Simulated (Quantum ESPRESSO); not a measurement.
# MgO (Fm-3m) in Quantum ESPRESSO: further runs, part 2 of 3

Quantum ESPRESSO 7.5. Earlier steps stand in the parts before.

### Step 3. Dielectric tensor, PBE

pw.in

```
&CONTROL
  calculation = 'scf'
  prefix = 'pwscf'
  outdir = './tmp'
  pseudo_dir = './pseudo'
  tprnfor = .true.
  tstress = .true.
  disk_io = 'low'
/
&SYSTEM
  ibrav = 0
  nat = 2
  ntyp = 2
  ecutwfc = 84
  nbnd = 14
  occupations = 'smearing'
  smearing = 'fd'
  degauss = 0.00367493
/
&ELECTRONS
  conv_thr = 4d-10
  electron_maxstep = 120
  mixing_beta = 0.5
/
ATOMIC_SPECIES
Mg    24.3050 Mg.upf
O     15.9990 O.upf
CELL_PARAMETERS angstrom
   0.0000000000    2.0970013927    2.0970013927
   2.0970013927    0.0000000000    2.0970013927
   2.0970013927    2.0970013927    0.0000000000
ATOMIC_POSITIONS crystal
Mg     0.0000000000    0.0000000000    0.0000000000
O      0.5000000000    0.5000000000    0.5000000000
K_POINTS automatic
8 8 8 1 1 1
```

scf2.in

```
&CONTROL
  calculation = 'scf'
  prefix = 'pwscf'
  outdir = './tmp'
  pseudo_dir = './pseudo'
  tprnfor = .true.
  tstress = .true.
  disk_io = 'low'
/
&SYSTEM
  ibrav = 0
  nat = 2
  ntyp = 2
  ecutwfc = 84
  nbnd = 14
  occupations = 'fixed'
/
&ELECTRONS
  conv_thr = 1d-13
  electron_maxstep = 120
  mixing_beta = 0.5
  startingpot = 'file'
  startingwfc = 'file'
/
ATOMIC_SPECIES
Mg    24.3050 Mg.upf
O     15.9990 O.upf
CELL_PARAMETERS angstrom
   0.0000000000    2.0970013927    2.0970013927
   2.0970013927    0.0000000000    2.0970013927
   2.0970013927    2.0970013927    0.0000000000
ATOMIC_POSITIONS crystal
Mg     0.0000000000    0.0000000000    0.0000000000
O      0.5000000000    0.5000000000    0.5000000000
K_POINTS automatic
8 8 8 1 1 1
```

ph.in

```
dielectric of MgO
&INPUTPH
  prefix = 'pwscf'
  outdir = './tmp'
  tr2_ph = 1d-18
  fildyn = 'dyn'
  niter_ph = 90
  alpha_mix(1) = 0.7
  epsil = .true.
  trans = .false.
  zeu = .true.
/
0.0000000000 0.0000000000 0.0000000000
```

Potentials or basis: PseudoDojo 0.4.1 SR PBE standard.

The run is started by

```sh
$ OMP_NUM_THREADS=1 pw.x -in pw.in > pw.out
$ OMP_NUM_THREADS=1 pw.x -in scf2.in > scf2.out
$ OMP_NUM_THREADS=1 ph.x -in ph.in > ph.out
```

pw.out:

```text
This program is part of the open-source Quantum ESPRESSO suite
     for quantum simulation of materials; please cite
         "P. Giannozzi et al., J. Phys.:Condens. Matter 21 395502 (2009);
         "P. Giannozzi et al., J. Phys.:Condens. Matter 29 465901 (2017);
         "P. Giannozzi et al., J. Chem. Phys. 152 154105 (2020);
     in publications or presentations arising from this work. More details at

     Message from routine setup:
     using ibrav=0 with symmetry is DISCOURAGED, use correct ibrav instead

     G-vector sticks info
     --------------------
     sticks:   dense  smooth     PW     G-vecs:    dense   smooth      PW
     Sum         733     733    235                12939    12939    2277

     Using Slab Decomposition

     bravais-lattice index     =            0
     lattice parameter (alat)  =       5.6042  a.u.
     unit-cell volume          =     124.4580 (a.u.)^3
     number of atoms/cell      =            2
     number of atomic types    =            2
     number of electrons       =        16.00
     number of Kohn-Sham states=           14
     kinetic-energy cutoff     =      84.0000  Ry
     charge density cutoff     =     336.0000  Ry
     scf convergence threshold =      4.0E-10
     mixing beta               =       0.5000
     number of iterations used =            8  plain     mixing
     Exchange-correlation= PBE
                           (   1   4   3   4   0   0   0)

     celldm(1)=   5.604187  celldm(2)=   0.000000  celldm(3)=   0.000000
     celldm(4)=   0.000000  celldm(5)=   0.000000  celldm(6)=   0.000000

     crystal axes: (cart. coord. in units of alat)
               a(1) = (   0.000000   0.707107   0.707107 )
               a(2) = (   0.707107   0.000000   0.707107 )
               a(3) = (   0.707107   0.707107   0.000000 )

     reciprocal axes: (cart. coord. in units 2 pi/alat)
               b(1) = ( -0.707107  0.707107  0.707107 )
               b(2) = (  0.707107 -0.707107  0.707107 )
               b(3) = (  0.707107  0.707107 -0.707107 )

     PseudoPot. # 1 for Mg read from file:
     Mg.upf
     Pseudo is Norm-conserving, Zval = 10.0
     Generated using ONCVPSP code by D. R. Hamann
     Using radial grid of 1510 points,  4 beta functions with:
                l(1) =   0
                l(2) =   0
                l(3) =   1
                l(4) =   1

     PseudoPot. # 2 for O  read from file:
     O.upf
     Pseudo is Norm-conserving + core correction, Zval =  6.0
     Generated using ONCVPSP code by D. R. Hamann
     Using radial grid of  936 points,  5 beta functions with:
                l(1) =   0
                l(2) =   0
                l(3) =   1
                l(4) =   1
                l(5) =   2

     atomic species   valence    mass     pseudopotential
     Mg               10.00    24.30500     Mg( 1.00)
     O                 6.00    15.99900     O ( 1.00)

     48 Sym. Ops., with inversion, found

   Cartesian axes

     site n.     atom                  positions (alat units)
         1        Mg     tau(   1) = (   0.0000000   0.0000000   0.0000000  )
         2        O      tau(   2) = (   0.7071068   0.7071068   0.7071068  )

     number of k points=    60  Fermi-Dirac smearing, width (Ry)=  0.0037
                       cart. coord. in units 2pi/alat
        k(    1) = (   0.0441942   0.0441942   0.0441942), wk =   0.0078125
        k(    2) = (   0.1325825   0.1325825  -0.0441942), wk =   0.0234375
        k(    3) = (   0.2209709   0.2209709  -0.1325825), wk =   0.0234375
        k(    4) = (   0.3093592   0.3093592  -0.2209709), wk =   0.0234375
        k(    5) = (  -0.3093592  -0.3093592   0.3977476), wk =   0.0234375
        k(    6) = (  -0.2209709  -0.2209709   0.3093592), wk =   0.0234375
[... 52 lines left out ...]
        k(   59) = (   0.3093592   0.3093592   0.3093592), wk =   0.0078125
        k(   60) = (  -0.3093592  -0.3093592   0.9280777), wk =   0.0234375

     Dense  grid:    12939 G-vectors     FFT dimensions: (  36,  36,  36)

     Initial potential from superposition of free atoms

     starting charge      15.9992, renormalised to      16.0000
     Starting wfcs are    9 randomized atomic wfcs +    5 random wfcs

     Self-consistent Calculation

     iteration #  1     ecut=    84.00 Ry     beta= 0.50
     Davidson diagonalization with overlap
     ethr =  1.00E-02,  avg # of iterations =  5.0

     total energy              =    -151.98682192 Ry
     estimated scf accuracy    <       0.38414176 Ry
[... 50 lines left out ...]
     iteration #  9     ecut=    84.00 Ry     beta= 0.50
     Davidson diagonalization with overlap
     ethr =  1.20E-11,  avg # of iterations =  1.9

     End of self-consistent calculation

          k = 0.0442 0.0442 0.0442 (  1633 PWs)   bands (ev):

   -64.0972 -30.8548 -30.8517 -30.8517  -8.9952   7.9396   8.1864   8.1864
    13.3731  23.6133  24.3465  24.3465  28.8760  29.7047
[... 128 lines left out ...]
   -64.0855 -30.9260 -30.8825 -30.8805  -7.4712   4.1816   6.7517   6.8863
    17.6063  18.4859  21.4025  27.2664  27.2940  34.2722

          k =-0.5745 0.1326-0.0442 (  1625 PWs)   bands (ev):

   -64.0863 -30.9201 -30.8833 -30.8775  -7.5595   4.4228   6.5616   6.9335
    18.1954  18.7896  21.3977  26.3841  27.4182  34.1771

          k =-0.4861 0.2210-0.1326 (  1621 PWs)   bands (ev):

   -64.0875 -30.9220 -30.8791 -30.8690  -7.6574   4.3921   6.5078   7.2343
    17.8868  19.9433  22.0535  25.7134  27.7007  32.2182

          k =-0.4861 0.0442 0.0442 (  1625 PWs)   bands (ev):

   -64.0880 -30.9128 -30.8752 -30.8742  -7.8043   4.6848   7.0427   7.1314
    17.8430  18.3788  22.0901  26.6559  26.7465  33.5010

          k =-0.3977 0.1326-0.0442 (  1622 PWs)   bands (ev):

   -64.0898 -30.9056 -30.8718 -30.8659  -8.0202   5.0421   7.0959   7.4016
    17.1733  19.3783  23.0636  25.9738  26.6283  31.9600

          k =-0.3094 0.0442 0.0442 (  1614 PWs)   bands (ev):
[... 141 lines left out ...]
   -64.0878 -30.9357 -30.8695 -30.8623  -7.6404   3.8034   6.9988   7.4844
    16.9364  20.8215  23.2480  25.0881  29.8118  30.9484

     the Fermi energy is    10.5302 ev

!    total energy              =    -152.10141709 Ry
     estimated scf accuracy    <          3.0E-12 Ry
     smearing contrib. (-TS)   =       0.00000000 Ry
     internal energy E=F+TS    =    -152.10141709 Ry

     The total energy is F=E-TS. E is the sum of the following terms:
     one-electron contribution =     -73.72802353 Ry
     hartree contribution      =      41.31095469 Ry
     xc contribution           =     -24.50958256 Ry
     ewald contribution        =     -95.17476569 Ry

     convergence has been achieved in   9 iterations

     Forces acting on atoms (cartesian axes, Ry/au):

     atom    1 type  1   force =     0.00000000    0.00000000    0.00000000
     atom    2 type  2   force =     0.00000000    0.00000000    0.00000000

     Total force =     0.000000     Total SCF correction =     0.000000

     Computing stress (Cartesian axis) and pressure

          total   stress  (Ry/bohr**3)                   (kbar)     P=       67.46
   0.00045858   0.00000000   0.00000000           67.46        0.00        0.00
   0.00000000   0.00045858   0.00000000            0.00       67.46        0.00
   0.00000000   0.00000000   0.00045858            0.00        0.00       67.46

=------------------------------------------------------------------------------=
   JOB DONE.
=------------------------------------------------------------------------------=
```

ph.out:

```text
This program is part of the open-source Quantum ESPRESSO suite
     for quantum simulation of materials; please cite
         "P. Giannozzi et al., J. Phys.:Condens. Matter 21 395502 (2009);
         "P. Giannozzi et al., J. Phys.:Condens. Matter 29 465901 (2017);
         "P. Giannozzi et al., J. Chem. Phys. 152 154105 (2020);
     in publications or presentations arising from this work. More details at

     IMPORTANT: XC functional enforced from input :
[... 213 lines left out ...]
      E*z (       -0.00000       -0.00000       -1.98374 )

     INITIALIZATION:

     DIELECTRIC CONSTANT AND EFFECTIVE CHARGES:

      Additional routines

=------------------------------------------------------------------------------=
   JOB DONE.
=------------------------------------------------------------------------------=
```

Run time: 3.1 min. Hardware: 1 thread of Arm Neoverse V1, shared host; peak memory 0.06 GiB.

What came out:

* Free energy: -2069.4452 eV
* Pressure: 6.7 GPa
* Electronic dielectric tensor (diagonal): 3.18
* Born charges (mean of the diagonal): Mg +1.98; O -1.98 e

Electronic dielectric tensor:
```
3.18 0.00 0.00
0.00 3.18 0.00
0.00 0.00 3.18
```

Born effective charge tensors (e):
atom 1, Mg
```
1.98 0.00 0.00
0.00 1.98 0.00
0.00 0.00 1.98
```
atom 2, O
```
-1.98  0.00  0.00
 0.00 -1.98  0.00
 0.00  0.00 -1.98
```

Caveat: the cell is more than 3 GPa from zero pressure, which shifts response properties.

### Step 4. Dielectric tensor, PBEsol

pw.in is that of step 3.

scf2.in is that of step 3.

ph.in is that of step 3.

Potentials or basis: PseudoDojo 0.4.1 SR PBEsol standard.

The run is started by

```sh
$ OMP_NUM_THREADS=1 pw.x -in pw.in > pw.out
$ OMP_NUM_THREADS=1 pw.x -in scf2.in > scf2.out
$ OMP_NUM_THREADS=1 ph.x -in ph.in > ph.out
```

pw.out:

```text
This program is part of the open-source Quantum ESPRESSO suite
     for quantum simulation of materials; please cite
[... 9 lines left out ...]
     --------------------
     sticks:   dense  smooth     PW     G-vecs:    dense   smooth      PW
     Sum         733     733    235                12939    12939    2277

     Using Slab Decomposition

     bravais-lattice index     =            0
     lattice parameter (alat)  =       5.6042  a.u.
     unit-cell volume          =     124.4580 (a.u.)^3
     number of atoms/cell      =            2
     number of atomic types    =            2
     number of electrons       =        16.00
     number of Kohn-Sham states=           14
     kinetic-energy cutoff     =      84.0000  Ry
     charge density cutoff     =     336.0000  Ry
     scf convergence threshold =      4.0E-10
     mixing beta               =       0.5000
     number of iterations used =            8  plain     mixing
     Exchange-correlation= PBESOL
                           (   1   4  10   8   0   0   0)

     celldm(1)=   5.604187  celldm(2)=   0.000000  celldm(3)=   0.000000
     celldm(4)=   0.000000  celldm(5)=   0.000000  celldm(6)=   0.000000

     crystal axes: (cart. coord. in units of alat)
               a(1) = (   0.000000   0.707107   0.707107 )
               a(2) = (   0.707107   0.000000   0.707107 )
               a(3) = (   0.707107   0.707107   0.000000 )

     reciprocal axes: (cart. coord. in units 2 pi/alat)
               b(1) = ( -0.707107  0.707107  0.707107 )
               b(2) = (  0.707107 -0.707107  0.707107 )
               b(3) = (  0.707107  0.707107 -0.707107 )

     PseudoPot. # 1 for Mg read from file:
     Mg.upf
     Pseudo is Norm-conserving, Zval = 10.0
     Generated using ONCVPSP code by D. R. Hamann
     Using radial grid of 1510 points,  4 beta functions with:
                l(1) =   0
                l(2) =   0
                l(3) =   1
                l(4) =   1

     PseudoPot. # 2 for O  read from file:
     O.upf
     Pseudo is Norm-conserving + core correction, Zval =  6.0
     Generated using ONCVPSP code by D. R. Hamann
     Using radial grid of  936 points,  5 beta functions with:
                l(1) =   0
                l(2) =   0
                l(3) =   1
                l(4) =   1
                l(5) =   2

     atomic species   valence    mass     pseudopotential
     Mg               10.00    24.30500     Mg( 1.00)
     O                 6.00    15.99900     O ( 1.00)

     48 Sym. Ops., with inversion, found

   Cartesian axes

     site n.     atom                  positions (alat units)
         1        Mg     tau(   1) = (   0.0000000   0.0000000   0.0000000  )
         2        O      tau(   2) = (   0.7071068   0.7071068   0.7071068  )

     number of k points=    60  Fermi-Dirac smearing, width (Ry)=  0.0037
                       cart. coord. in units 2pi/alat
        k(    1) = (   0.0441942   0.0441942   0.0441942), wk =   0.0078125
        k(    2) = (   0.1325825   0.1325825  -0.0441942), wk =   0.0234375
        k(    3) = (   0.2209709   0.2209709  -0.1325825), wk =   0.0234375
        k(    4) = (   0.3093592   0.3093592  -0.2209709), wk =   0.0234375
        k(    5) = (  -0.3093592  -0.3093592   0.3977476), wk =   0.0234375
        k(    6) = (  -0.2209709  -0.2209709   0.3093592), wk =   0.0234375
[... 52 lines left out ...]
        k(   59) = (   0.3093592   0.3093592   0.3093592), wk =   0.0078125
        k(   60) = (  -0.3093592  -0.3093592   0.9280777), wk =   0.0234375

     Dense  grid:    12939 G-vectors     FFT dimensions: (  36,  36,  36)

     Initial potential from superposition of free atoms

     starting charge      15.9992, renormalised to      16.0000
     Starting wfcs are    9 randomized atomic wfcs +    5 random wfcs

     Self-consistent Calculation

     iteration #  1     ecut=    84.00 Ry     beta= 0.50
     Davidson diagonalization with overlap
     ethr =  1.00E-02,  avg # of iterations =  5.1

     total energy              =    -151.71901533 Ry
     estimated scf accuracy    <       0.35056742 Ry
[... 50 lines left out ...]
     iteration #  9     ecut=    84.00 Ry     beta= 0.50
     Davidson diagonalization with overlap
     ethr =  7.98E-12,  avg # of iterations =  2.0

     End of self-consistent calculation

          k = 0.0442 0.0442 0.0442 (  1633 PWs)   bands (ev):

   -63.7930 -30.7403 -30.7371 -30.7371  -9.0605   7.8160   8.0682   8.0682
    13.1546  23.3128  24.0544  24.0544  28.5270  29.4400
[... 128 lines left out ...]
   -63.7808 -30.8139 -30.7689 -30.7668  -7.5002   4.0003   6.6117   6.7492
    17.2887  18.2536  21.1498  27.0001  27.0268  34.0612

          k =-0.5745 0.1326-0.0442 (  1625 PWs)   bands (ev):

   -63.7817 -30.8078 -30.7698 -30.7638  -7.5910   4.2458   6.4161   6.7965
    17.8946  18.5563  21.1409  26.1202  27.1475  33.9223

          k =-0.4861 0.2210-0.1326 (  1621 PWs)   bands (ev):

   -63.7829 -30.8098 -30.7654 -30.7550  -7.6914   4.2165   6.3586   7.1014
    17.6264  19.6856  21.7979  25.4455  27.4238  31.9351

          k =-0.4861 0.0442 0.0442 (  1625 PWs)   bands (ev):

   -63.7835 -30.8002 -30.7614 -30.7603  -7.8425   4.5133   6.9064   6.9973
    17.6203  18.0650  21.8301  26.3857  26.4760  33.2467

          k =-0.3977 0.1326-0.0442 (  1622 PWs)   bands (ev):

   -63.7853 -30.7929 -30.7578 -30.7518  -8.0639   4.8772   6.9582   7.2709
    16.9530  19.0728  22.8038  25.7020  26.3505  31.6906

          k =-0.3094 0.0442 0.0442 (  1614 PWs)   bands (ev):
[... 141 lines left out ...]
   -63.7833 -30.8239 -30.7554 -30.7481  -7.6734   3.6202   6.8587   7.3555
    16.6630  20.5873  22.9841  24.8167  29.5276  30.6550

     the Fermi energy is    10.3949 ev

!    total energy              =    -151.82405055 Ry
     estimated scf accuracy    <          2.0E-11 Ry
     smearing contrib. (-TS)   =       0.00000000 Ry
     internal energy E=F+TS    =    -151.82405055 Ry

     The total energy is F=E-TS. E is the sum of the following terms:
     one-electron contribution =     -73.69342084 Ry
     hartree contribution      =      41.14589043 Ry
     xc contribution           =     -24.10175446 Ry
     ewald contribution        =     -95.17476569 Ry

     convergence has been achieved in   9 iterations

     Forces acting on atoms (cartesian axes, Ry/au):

     atom    1 type  1   force =     0.00000000   -0.00000000   -0.00000000
     atom    2 type  2   force =    -0.00000000    0.00000000    0.00000000

     Total force =     0.000000     Total SCF correction =     0.000000

     Computing stress (Cartesian axis) and pressure

          total   stress  (Ry/bohr**3)                   (kbar)     P=       22.55
   0.00015326   0.00000000   0.00000000           22.55        0.00        0.00
   0.00000000   0.00015326   0.00000000            0.00       22.55        0.00
   0.00000000   0.00000000   0.00015326            0.00        0.00       22.55

=------------------------------------------------------------------------------=
   JOB DONE.
=------------------------------------------------------------------------------=
```

scf2.out:

```text
This program is part of the open-source Quantum ESPRESSO suite
     for quantum simulation of materials; please cite
[... 9 lines left out ...]
     --------------------
     sticks:   dense  smooth     PW     G-vecs:    dense   smooth      PW
     Sum         733     733    235                12939    12939    2277
[... 484 lines left out ...]
   0.00015328   0.00000000   0.00000000           22.55        0.00        0.00
   0.00000000   0.00015328   0.00000000            0.00       22.55        0.00
   0.00000000   0.00000000   0.00015328            0.00        0.00       22.55

=------------------------------------------------------------------------------=
   JOB DONE.
=------------------------------------------------------------------------------=
```

ph.out:

```text
This program is part of the open-source Quantum ESPRESSO suite
     for quantum simulation of materials; please cite
         "P. Giannozzi et al., J. Phys.:Condens. Matter 21 395502 (2009);
         "P. Giannozzi et al., J. Phys.:Condens. Matter 29 465901 (2017);
         "P. Giannozzi et al., J. Chem. Phys. 152 154105 (2020);
     in publications or presentations arising from this work. More details at

     IMPORTANT: XC functional enforced from input :
[... 213 lines left out ...]
      E*z (       -0.00000       -0.00000       -1.97993 )

     INITIALIZATION:

     DIELECTRIC CONSTANT AND EFFECTIVE CHARGES:

      Additional routines

=------------------------------------------------------------------------------=
   JOB DONE.
=------------------------------------------------------------------------------=
```

Run time: 3.1 min. Hardware: 1 thread of Arm Neoverse V1, shared host; peak memory 0.06 GiB.

Results:

```yaml
Free_energy: -2065.6714 eV
Pressure: 2.3 GPa
Electronic_dielectric_tensor_diagonal: 3.22
Born_charges_mean_of_the_diagonal: Mg +1.98; O -1.98 e
```

Levels at points of the mesh, in eV from the valence-band top:
| k point | band 6 | band 7 | band 8 | band 9 | band 10 | band 11 |
| --- | --- | --- | --- | --- | --- | --- |
| (0.06, 0.06, 0.06) | -0.25 | 0.00 | 0.00 | 5.09 | 15.24 | 15.99 |

Electronic dielectric tensor:
```
3.22 0.00 0.00
0.00 3.22 0.00
0.00 0.00 3.22
```

Born effective charge tensors (e):
atom 1, Mg
```
1.98 0.00 0.00
0.00 1.98 0.00
0.00 0.00 1.98
```
atom 2, O
```
-1.98  0.00  0.00
 0.00 -1.98  0.00
 0.00  0.00 -1.98
```

[end of part 2 of 3]
